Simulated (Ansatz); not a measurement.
Starting cell, BaSnO3 (cubic perovskite):

```
CELL_PARAMETERS angstrom
      4.13052     0.00000     0.00000
      0.00000     4.13052     0.00000
      0.00000     0.00000     4.13052
ATOMIC_POSITIONS crystal
  Ba 0.00000 0.00000 0.00000
  Sn 0.50000 0.50000 0.50000
  O  0.00000 0.50000 0.50000
  O  0.50000 0.50000 0.00000
  O  0.50000 0.00000 0.50000
```

Scan: atom 5 (O, nearest neighbour Sn at 2.065 Å; its periodic images, 4.1 Å or more away, move with it) is displaced along Cartesian x, direction (1.000, 0.000, 0.000) in Cartesian axes, by s. The other atoms stay.

All values below come from r2SCAN (plane waves to 500 eV, PAW, scalar-relativistic; Ansatz, a program for electronic structure). k mesh 7×7×7 (Γ-centred), Fermi-Dirac smearing 0.05 eV. E stands for the smeared free energy. F∥ is the force on the atom along that direction. BaSnO3 was relaxed with its symmetry unable to fall. The PAW data are Ansatz's earlier set. ΔE is measured from the undisplaced structure.

```csv
s (Å),ΔE (meV/cell),F∥ (eV/Å)
-0.410,(withheld),1.738
-0.328,201,(withheld)
-0.246,110,0.927
-0.164,48,0.591
-0.082,(withheld),0.288
0.000,0,0.000
0.082,(withheld),-0.288
0.164,48,-0.591
0.246,110,-0.927
0.328,201,(withheld)
0.410,(withheld),-1.738
```

**Question.** What belongs in the gaps?

**Answer.** 
- -0.410, ΔE (meV/cell): 325
- -0.328, F∥ (eV/Å): 1.306
- -0.082, ΔE (meV/cell): 12
- 0.082, ΔE (meV/cell): 12
- 0.328, F∥ (eV/Å): -1.306
- 0.410, ΔE (meV/cell): 325

(A displaced cell: forces are minus the slopes of the energy, force constants its curvatures, and phonons follow from these.)
